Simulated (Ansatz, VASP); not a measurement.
One calculation of Pt, two programs

```
CELL_PARAMETERS angstrom
0.00000 1.98498 1.98498
1.98498 0.00000 1.98498
1.98498 1.98498 0.00000
ATOMIC_POSITIONS crystal
Pt 0.00000 0.00000 0.00000
```

Alike in both runs: functional PBE; k mesh 16 × 16 × 16; occupations fermi-dirac, width 0.05 eV; no spin polarisation.

Ansatz relaxed the structure, and its values are those at the end. VASP's run is a single point on that final structure, the one shown.

|  | VASP | Ansatz |
| --- | --- | --- |
| version | VASP 6.6.1 | Ansatz 0.2.0 |
| potentials or method | VASP PAW PBE potentials, release 64 (Pt) | PAW with Ansatz's default frozen-core files, scalar-relativistic |
| plane-wave cutoff (eV) | 520 | 420 |
| valence electrons in the cell | 10 | 18 |

|  | VASP | Ansatz | Ansatz less VASP |
| --- | --- | --- | --- |
| pressure (GPa) | -0.5 | 0.0 | +0.50 |

The functional is the same, so the differences come from potentials, cutoffs and numerics. The two sets of potentials don't hold the same shells in valence.

The runs have no spin-orbit coupling, so splittings on Pt are missing.
